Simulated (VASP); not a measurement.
The system is LiH.

```
Li H
1.0
     0.00000    2.14512    2.14512
     2.12260    0.00000    2.14512
     2.12260    2.14512    0.00000
Li H
1 1
Direct
  0.00000 0.00000 0.00000
  0.25000 0.25000 0.25000
```

The cell was built by a generator and needn't be a form met in nature.

The cell isn't the ideal one: uniaxial_x strain -1.1%.

Base run:

| Quantity | Value |
| --- | --- |
| Program | VASP 6.6.1 |
| Functional | r2SCAN |
| Potentials or basis | VASP PAW PBE potentials, release 64 (Li_sv, H) |
| Cutoff | 520 eV |
| k mesh | 10 × 10 × 10 |
| Occupations | gaussian, width 0.01 eV |
| Spin | no spin polarisation |

Its results: band gap on the k mesh 4.81 eV, indirect (least direct gap 5.87 eV).

Problem. The run is repeated on the same cell with these changes: functional from r2SCAN to PBE; occupations from gaussian, width 0.01 eV to fermi-dirac, width 0.02 eV. What comes out?

Solution. Band gap on the k mesh 4.23 eV, indirect (least direct gap 5.29 eV).

A k mesh can miss the band edges.
